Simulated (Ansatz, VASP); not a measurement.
## Cross-check of GaP between VASP and Ansatz

Wanted: the spread between two codes on one cell, functional and k mesh. The cell is taken from a series of VASP runs on this material, whose earlier steps may have relaxed, scaled or displaced it; both programs get it as it stands.

Main program and level: Ansatz 0.2.0; plane waves, with VASP 6.6.1 beside it; relaxation of cell and atoms at PBE with D3(BJ).

### 1. Starting point

Symmetry: F-43m, No. 216, cubic system. The conventional cell has a = 5.451 Å, b = 5.451 Å, c = 5.451 Å, α = 90.00°, β = 90.00°, γ = 90.00°. Nearest to Ga lie 4 P at 2.36 Å. P has 4 Ga at 2.36 Å nearest. Farther neighbours are not listed.

### 2. Ansatz: relaxation of cell and atoms, PBE with D3(BJ)

Ansatz runs on its default PAW (the set named soft_2) files.

The relaxed volume is the usual yardstick between codes: its relative difference is about their pressure difference at one cell divided by the bulk modulus.

File input.yaml:

```yaml
crystal:
  lattice:
    - [0.0, 2.72525, 2.72525]
    - [2.72525, 0.0, 2.72525]
    - [2.72525, 2.72525, 0.0]
  atoms:
    - { symbol: Ga, position: [0.0, 0.0, 0.0] }
    - { symbol: P, position: [0.25, 0.25, 0.25] }
hamiltonian:
  xc: pbe
  pseudopotentials: { kind: paw }
  dispersion: d3bj
kpoints:
  mp_grid: { grid: [7, 7, 7] }
scf:
  occupations: { method: gaussian, width: 0.05 }
relax:
  f_tol: 0.01
  max_steps: 60
  cell: { stress_tol: 0.05 }
output:
  forces: true
  stress: true
```

Run with:

```bash
ansatz run input.yaml --threads 4 --pin off --max-ram 9216MiB --backend cpu --events-out ev --progress --plain --runs-dir out
```

Numbers of over 12 decimals in the logs are rounded to 6 here.

Log:

```text
Engine: ansatz 0.2.0, aarch64-unknown-linux-gnu
Pseudopotentials: kind: paw
Pseudopotential: Ga, paw, valence charge 13, recommended cutoff 420 eV (normal), Ga.paw.azcp
Pseudopotential: P, paw, valence charge 5, recommended cutoff 420 eV (normal), P.paw.azcp
Functional definition: PBE
  parameter kappa = 0.804
  parameter beta = 0.066725
  exchange = pbe_x(kappa = kappa, mu = beta*pi^2/3)
  correlation = pbe_c(beta = beta)
Crystal: 2 atoms, lattice volume = 40.481 Å³
Basis set: ecut = 420 eV, 749 PW (Γ), exchange–correlation on 54×54×54 points (8 copies of the dense FFT grid, shifted against one another)
Bands: 13, of which v1, the nominal top of the filled ones, is band 9 counted from 1 (8 counted from 0)
Symmetry: 24 space group operations
Space group: F-43m (ITA 216), of the structure as read, at distance tolerance 3.4e-5 Å
k-points: 20 of 343 (time reversal used)
Non-local potential: Ga, projectors of the file, l = 0: 2, l = 1: 2, l = 2: 3, l = 3: 1
Non-local potential: P, projectors of the file, l = 0: 2, l = 1: 2, l = 2: 2
PAW form: soft (Blöchl's): semilocal exchange-correlation on the pseudo side does not see the compensation charge
PAW one-centre angular grid: Ga, 590 points (default); XC on 64 Gauss nodes
PAW one-centre angular grid: P, 110 points (default); XC on 64 Gauss nodes
Initial density: superposition of atomic densities (neutral atoms: chi_scale 0, normalization atom), corrected by the library's trained network
Initial wavefunctions: pseudopotential atomic-orbital guess
Functional: x = pbe(κ = 0.804, μ = 0.219515), c = pbe(β = 0.066725)
SCF iter   1: F=—  HF=-4540.178310 eV  |F-HF|=—  |Δ(HF+E_count)|=         —  Δρ=1.51e-3  dr2=1.19e-3  ethr=1.77e-3  ⟨swp⟩=6.2  Hψ=1726  notcnv=0
preconditioner: auto → none  [insulator: Δε(μ)=1.580 eV  Ē_g=15.508 eV  σ=0.050 eV  W_gap=1.00  n_scr=14 (ndim 8)  ℏωp=24.8 eV  f_vac=0.011  D(μ)=0.00/eV (n_scr^D=0)  ε∞_Penn≈3.5]
SCF iter   2: F=—  HF=-4540.177513 eV  |F-HF|=—  |Δ(HF+E_count)|=   7.97e-4  Δρ=1.26e-3  dr2=4.32e-4  ethr=6.59e-6  ⟨swp⟩=2.4  Hψ=643  notcnv=0
SCF iter   3: F=—  HF=-4540.177322 eV  |F-HF|=—  |Δ(HF+E_count)|=   1.91e-4  Δρ=4.26e-4  dr2=5.53e-5  ethr=2.40e-6  ⟨swp⟩=2.2  Hψ=417  notcnv=0
SCF iter   4: F=—  HF=-4540.177362 eV  |F-HF|=—  |Δ(HF+E_count)|=   4.00e-5  Δρ=1.30e-4  dr2=4.45e-6  ethr=3.07e-7  ⟨swp⟩=2.0  Hψ=440  notcnv=0
SCF iter   5: F=—  HF=-4540.177362 eV  |F-HF|=—  |Δ(HF+E_count)|=   2.21e-7  Δρ=2.86e-5  dr2=4.13e-7  ethr=2.47e-8  ⟨swp⟩=2.0  Hψ=448  notcnv=0
SCF iter   6: F=-4540.177362 eV  HF=-4540.177362 eV  |F-HF|=7.76e-9  |Δ(HF+E_count)|=   4.69e-7  Δρ=1.25e-5  dr2=3.63e-8  ethr=5.56e-10  ⟨swp⟩=5.0  Hψ=928  notcnv=0
SCF 1 converged in 6 iterations: F = -4540.177362 eV  dr2 = 3.63e-8
  greatest PAW one-centre occupation: 0.994 electrons in one spin orbital (limit 2), on the Ga atom at site 0 (counted from 0), in its partial waves of l = 2
relax step   1: F+E_penalty+E_count = -4540.17736245 eV  Δ(F+E_penalty+E_count) = +0.000e0 eV  max|allowed force component| = 2.035e-16 eV/Å  Δτ_max = 0.0000 Å  P = -0.210 GPa  Ω = 40.481 Å³  (6 SCF iters, dr2 threshold 1.00e-7 eV, accepted)
[...]
relax step   2: F+E_penalty+E_count = -4540.17744158 eV  Δ(F+E_penalty+E_count) = -7.913e-5 eV  max|allowed force component| = 8.789e-17 eV/Å  Δτ_max = 0.0000 Å  P = -0.064 GPa  Ω = 40.410 Å³  energy of the carried Pulay correction = +1.844e-5 eV  (3 SCF iters, dr2 threshold 1.11e-7 eV, accepted)
[...]
relax step   3: F+E_penalty+E_count = -4540.17745568 eV  Δ(F+E_penalty+E_count) = -1.410e-5 eV  max|allowed force component| = 2.429e-17 eV/Å  Δτ_max = 0.0000 Å  P = +0.000 GPa  Ω = 40.379 Å³  energy of the carried Pulay correction = +2.643e-5 eV  (4 SCF iters, dr2 threshold 1.01e-8 eV, accepted)
[...]
relax step   4: F+E_penalty+E_count = -4540.17742072 eV  Δ(F+E_penalty+E_count) = +3.496e-5 eV  max|allowed force component| = 3.238e-17 eV/Å  Δτ_max = 0.0000 Å  P = +0.000 GPa  Ω = 40.379 Å³  stress off target by 2.03e-4 GPa  SCF on the basis re-selected at this cell (its energy is not comparable with the rows above)  (4 SCF iters)
basis re-selected at this cell: Δ(F+E_penalty+E_count) = +3.496e-5 eV, ΔP = -0.000 GPa vs the last step (what re-selecting the basis moved, of the pressure what is left beyond the Pulay correction that the steps carried, after the strain that the cell walked since its last selection, with what the two solves' SCF thresholds leave and, on support functions, any second-order correction that the steps lacked; it is no m [...]
SCF converged after 4 iterations
Free energy (F): -4540.177421 eV
Harris-Foulkes:  -4540.177421 eV  (|F-HF|=1.46e-11)
Internal energy: -4540.177421 eV  (E = F + TS)
E sigma→0 (E₀):  -4540.177421 eV
Fermi energy:    7.912285 eV
--- Per-component energies (eV) ---
  E_band       = -57.740309
  E_kinetic    = 186.411903
  E_local      = -2198.788240  (includes V_loc(G=0)·N_el)
  E_nonlocal   = 458.841361
  E_hartree    = 1016.923116
  E_xc         = -130.828555
  E_vxc        = -119.094639  (∫ρ·V_xc dr)
  E_paw        = -2558.356080  (= ΣΔE_a)
  E_vpaw       = -418.956965  (= ΣTr[D̂ρ^β])
  E_aug_tail   = -0.000108  (compensation charges beyond the density's cutoff)
  E_ewald      = -1313.745943
  E_disp       = -0.634875  (pairwise vdW)
  E_smearing   = -0.000000  (= −TS)
  E_closure    = -0.000000  (closes the sum)
  Σ components = -4540.177421   (vs F -4540.177421, Δ=0.00e0)
--- Forces (eV/Å), atoms counted from 1 ---
  atom   1  Ga     0.00000000    -0.00000000    -0.00000000
  atom   2  P     -0.00000000     0.00000000     0.00000000
  max |Σ_I F_I| component: 4.63e-17 eV/Å
--- Stress (GPa, compression-positive) ---
        0.000203      -0.000000      -0.000000
        0.000000       0.000203       0.000000
       -0.000000       0.000000       0.000203
  P = ⅓ Tr σ = 0.0002 GPa (0.002 kbar)
--- Relaxed structure (3 steps of the walk, 3 accepted, 1 SCFs on fresh bases) ---
  F+E_penalty+E_count = -4540.17742072 eV   max|allowed force component| = 3.238e-17 eV/Å   (the final SCF, on the basis selected at the relaxed cell)
  cell:  # Å, volume = 40.3791 Å³
    - [0, 2.722966, 2.722966]
    - [2.722966, 0, 2.722966]
    - [2.722966, 2.722966, 0]
  atoms:
    - { symbol: Ga, position: [0, 0, 0] }
    - { symbol: P, position: [0.250000, 0.250000, 0.250000] }
```

Run time: 1.7 s. Hardware: 4 threads of Arm Neoverse V1, shared host; peak memory 0.37 GiB; 5.5 s of CPU time.

### 3. VASP: relaxation of cell and atoms, PBE with D3(BJ)

The same cell, functional, mesh and smearing now go to VASP, with its own data sets and cutoff.

Lines of VASP's logs that name or quote its potential files are left out, and so is its time.

File INCAR:

```
SYSTEM = GaP
PREC = Accurate
ENCUT = 400
EDIFF = 1E-06
NELM = 100
ISMEAR = 0
SIGMA = 0.05
LREAL = .FALSE.
ALGO = Normal
GGA = PE
IVDW = 12
NBANDS = 15
LORBIT = 11
LWAVE = .FALSE.
LCHARG = .FALSE.
KPAR = 2
IBRION = 2
NSW = 60
ISIF = 3
EDIFFG = -0.01
```

File POSCAR:

```
GaP
1.0
    0.0000000000      2.7252500000      2.7252500000
    2.7252500000      0.0000000000      2.7252500000
    2.7252500000      2.7252500000      0.0000000000
Ga P
1 1
Direct
    0.0000000000      0.0000000000      0.0000000000
    0.2500000000      0.2500000000      0.2500000000
```

File KPOINTS:

```
Automatic mesh
0
Gamma
7 7 7
0 0 0
```

Potentials, in the order of the species: Ga_d and P (PBE family, release 64).

Run with:

```bash
mpirun -np 2 vasp_std
```

Log:

```text
[banner, memory and clock lines left out]
running    2 mpi-ranks, on    1 nodes
 distrk:  each k-point on    1 cores,    2 groups
 distr:  one band on    1 cores,    1 groups

 POSCAR found type information on POSCAR GaP
 POSCAR found :  2 types and       2 ions
 LDA part: xc-table for (Slater+PW92), standard interpolation
 POSCAR, INCAR and KPOINTS ok, starting setup
 FFT: planning ... GRIDC
 FFT: planning ... GRID_SOFT
 FFT: planning ... GRID
 WAVECAR not read
 entering main loop
       N       E                     dE             d eps       ncg     rms          rms(c)
DAV:   1     0.740268574237E+02    0.74027E+02   -0.79000E+03   616   0.146E+03
DAV:   2    -0.354718727208E+01   -0.77574E+02   -0.73749E+02   663   0.289E+02
DAV:   3    -0.927687055467E+01   -0.57297E+01   -0.57064E+01   754   0.640E+01
DAV:   4    -0.937966156747E+01   -0.10279E+00   -0.10277E+00   702   0.929E+00
DAV:   5    -0.938147989242E+01   -0.18183E-02   -0.18183E-02   797   0.109E+00    0.424E+00
DAV:   6    -0.913484627754E+01    0.24663E+00   -0.39999E-01   914   0.110E+01    0.281E+00
DAV:   7    -0.910788595920E+01    0.26960E-01   -0.98145E-02   762   0.218E+00    0.113E+00
DAV:   8    -0.910818540173E+01   -0.29944E-03   -0.13956E-02   726   0.151E+00    0.183E-01
DAV:   9    -0.910857287542E+01   -0.38747E-03   -0.14020E-03   756   0.546E-01    0.840E-02
DAV:  10    -0.910864131995E+01   -0.68445E-04   -0.10987E-04   909   0.115E-01    0.402E-02
DAV:  11    -0.910871293756E+01   -0.71618E-04   -0.99061E-05   656   0.863E-02    0.488E-03
DAV:  12    -0.910871263337E+01    0.30419E-06   -0.29123E-06   697   0.236E-02
   1 F= -.97417049E+01 E0= -.97417049E+01  d E =-.974170E+01
 curvature:   0.00 expect dE= 0.000E+00 dE for cont linesearch  0.000E+00
 trial: gam= 0.00000 g(F)=  0.208E-44 g(S)=  0.107E-02 ort = 0.000E+00 (trialstep = 0.100E+01)
 search vector abs. value=  0.107E-02
 bond charge predicted
       N       E                     dE             d eps       ncg     rms          rms(c)
DAV:   1    -0.911462784795E+01   -0.59149E-02   -0.14122E-01   754   0.719E+00    0.646E-01
DAV:   2    -0.910533242979E+01    0.92954E-02   -0.15139E-02   747   0.293E+00    0.292E-01
DAV:   3    -0.910303339813E+01    0.22990E-02   -0.22920E-03   803   0.961E-01    0.679E-02
DAV:   4    -0.910283063148E+01    0.20277E-03   -0.24809E-04   680   0.201E-01    0.283E-02
DAV:   5    -0.910279469796E+01    0.35934E-04   -0.22702E-05   781   0.640E-02    0.691E-03
DAV:   6    -0.910279475283E+01   -0.54874E-07   -0.83234E-07   405   0.103E-02
   2 F= -.97418602E+01 E0= -.97418602E+01  d E =-.155312E-03
 trial-energy change:   -0.000155  1 .order   -0.000158   -0.001069    0.000753
 step:   0.5867(harm=  0.5867)  dis= 0.00000  next Energy=    -9.742018 (dE=-0.314E-03)
 bond charge predicted
       N       E                     dE             d eps       ncg     rms          rms(c)
DAV:   1    -0.910746776947E+01   -0.46731E-02   -0.24333E-02   754   0.303E+00    0.266E-01
DAV:   2    -0.910589191543E+01    0.15759E-02   -0.25188E-03   747   0.115E+00    0.121E-01
DAV:   3    -0.910549197918E+01    0.39994E-03   -0.41803E-04   796   0.412E-01    0.270E-02
DAV:   4    -0.910545611908E+01    0.35860E-04   -0.42837E-05   686   0.873E-02    0.117E-02
DAV:   5    -0.910544833769E+01    0.77814E-05   -0.38638E-06   705   0.263E-02    0.302E-03
DAV:   6    -0.910544818614E+01    0.15155E-06   -0.17005E-07   321   0.531E-03
   3 F= -.97419958E+01 E0= -.97419958E+01  d E =-.290911E-03
 curvature:  -0.29 expect dE=-0.926E-06 dE for cont linesearch -0.926E-06
 trial: gam=-0.05138 g(F)=  0.164E-44 g(S)=  0.316E-05 ort = 0.581E-04 (trialstep = 0.917E+00)
 search vector abs. value=  0.942E-08
 reached required accuracy - stopping structural energy minimisation
```

OUTCAR, selected parts (step 3):

```text
ion  position               nearest neighbor table
   1  0.000  0.000  0.000-   2 2.36   2 2.36   2 2.36   2 2.36
   2  0.250  0.250  0.250-   1 2.36   1 2.36   1 2.36   1 2.36

  LATTYP: Found a face centered cubic cell.
 ALAT       =     5.4505000000

 Subroutine GETGRP returns: Found 24 space group operations
 (whereof 24 operations were pure point group operations)

The static configuration has the point symmetry T_d .

 Found     20 irreducible k-points:

   k-points           NKPTS =     20   k-points in BZ     NKDIM =     20   number of bands    NBANDS=     15

   dimension x,y,z NGX =    28 NGY =   28 NGZ =   28
   dimension x,y,z NGXF=    56 NGYF=   56 NGZF=   56

   ENCUT  =  400.0 eV  29.40 Ry    5.42 a.u.   6.29  6.29  6.29*2*pi/ulx,y,z

   NELECT =      18.0000    total number of electrons

 k-points in reciprocal lattice and weights: Automatic mesh
   0.00000000  0.00000000  0.00000000       0.003
   0.14285714  0.00000000  0.00000000       0.023
   0.28571429  0.00000000  0.00000000       0.023
   0.42857143  0.00000000  0.00000000       0.023
   0.14285714  0.14285714  0.00000000       0.017
   0.28571429  0.14285714  0.00000000       0.070
   0.42857143  0.14285714  0.00000000       0.070
  -0.42857143  0.14285714  0.00000000       0.070
  -0.28571429  0.14285714  0.00000000       0.070
[...]
-0.42857143  0.42857143  0.14285714       0.070
  -0.28571429  0.42857143  0.14285714       0.070

 Edisp (eV)   -0.63907

 average (electrostatic) potential at core
       1 -65.3360       2 -83.3508

 E-fermi :   4.9324

 k-point     1 :       0.0000    0.0000    0.0000
  band No.  band energies     occupation
    ...
      5      -9.7538      2.00000
      6      -7.8254      2.00000
      7       4.7077      2.00000
      8       4.7077      2.00000
      9       4.7077      2.00000
     10       6.5739      0.00000
     11       8.5907      0.00000
     12       8.5907      0.00000
     13       8.5907      0.00000
     14      13.5339      0.00000
    ...

 k-point     2 :       0.1429    0.0000    0.0000
  band No.  band energies     occupation
    ...
      5      -9.7539      2.00000
      6      -7.5602      2.00000
      7       2.7522      2.00000
      8       4.4167      2.00000
      9       4.4167      2.00000
     10       7.1802      0.00000
     11       9.0289      0.00000
     12       9.0289      0.00000
     13       9.4157      0.00000
     14      13.7779      0.00000
    ...

 k-point     3 :       0.2857    0.0000    0.0000
  band No.  band energies     occupation
    ...
      5      -9.7518      2.00000
      6      -6.8250      2.00000
      7       0.2186      2.00000
      8       3.9260      2.00000
      9       3.9260      2.00000
     10       6.7593      0.00000
     11       9.5087      0.00000
     12       9.5087      0.00000
     13      11.6563      0.00000
     14      13.9029      0.00000
    ...

 Edisp (eV)   -0.63655

  Total      -0.00660    -0.00660    -0.00660     0.00000     0.00000    -0.00000
  in kB      -0.26270    -0.26270    -0.26270     0.00000     0.00000    -0.00000
  external pressure =       -0.26 kB  Pullay stress =        0.00 kB

  energy-cutoff  :      400.00
  volume of cell :       40.27
      direct lattice vectors                 reciprocal lattice vectors
    -0.000000000  2.720562781  2.720562781    -0.183785503  0.183785503  0.183785503
     2.720562781  0.000000000  2.720562781     0.183785503 -0.183785503  0.183785503
     2.720562781  2.720562781 -0.000000000     0.183785503  0.183785503 -0.183785503

 POSITION                                       TOTAL-FORCE (eV/Angst)
 -----------------------------------------------------------------------------------
      0.00000      0.00000      0.00000         0.000000      0.000000      0.000000
      1.36028      1.36028      1.36028        -0.000000     -0.000000     -0.000000
 -----------------------------------------------------------------------------------
    total drift:                                0.000002      0.000002      0.000002

  FREE ENERGIE OF THE ION-ELECTRON SYSTEM (eV)
  ---------------------------------------------------
  free  energy   TOTEN  =        -9.7419958236 eV

  energy  without entropy=       -9.7419958236  energy(sigma->0) =       -9.74199582

 reached required accuracy - stopping structural energy minimisation

 total charge
# of ion       s       p       d       tot
------------------------------------------
    1        0.861   0.855  10.013  11.730
    2        1.020   1.529   0.000   2.549
--------------------------------------------------
tot          1.881   2.384  10.013  14.279

[... 3 further parts left out ...]
```

CONTCAR:

```
GaP
   1.00000000000000
    -0.0000000000000000    2.7205627809319197    2.7205627809319197
     2.7205627809319197    0.0000000000000000    2.7205627809319197
     2.7205627809319197    2.7205627809319197   -0.0000000000000000
  Ga              P
     1     1
Direct
     0.0000000000000000    0.0000000000000000    0.0000000000000000
     0.2500000000000000    0.2500000000000000    0.2500000000000000
```

The run keeps the 24 symmetry operations of its start, so it cannot find a distortion of lower symmetry.

### 4. Comparison

Known differences besides the potentials themselves: both relaxations stop at a tolerance, which leaves soft axes loose, and VASP keeps its plane-wave basis; the cutoff is 420 eV in Ansatz and 400 eV in VASP; VASP leaves aspherical gradient terms in its spheres out (LASPH is not set), Ansatz keeps them; Ansatz adds a Pulay correction to the stress that steers its cell, VASP none. Total energies have different zeros and are not compared.

The two programs side by side:

```
                                         quantity  Ansatz   VASP  difference
                                      volume (Å³)   40.38  40.27     +0.27 %
edge a after relaxation, in the typed setting (Å)   3.851  3.848     +0.09 %
```

The walks stopped with 0.00 GPa left in Ansatz and -0.03 GPa in VASP; each walk ends within a tolerance, so the volume difference is uncertain by about these residues over the bulk modulus, most in soft cells.

### 5. What came out

- difference in volume (relaxation of cell and atoms, PBE with D3(BJ)): 0.27 %

The difference in volume is 0.27 % (relaxation of cell and atoms, PBE with D3(BJ)), within the 1.2 % picked in this series as the mark of a large difference, as far as the stopping tolerances let one tell. How closely two codes agree says nothing of how well the functional describes the real material.

[Lines on the potential files, build, host, timing and source positions are cut from VASP's logs without a mark.]

[Logs are printed without paths, hosts, clocks, repeated set-up lines and the standing remarks that a program may print on its own settings, such as how far it seeks lower states.]

[Hosts, paths, dates, database ids (printed as entryN), source tags and the programs' standing remarks are cut or masked in the printed files.]
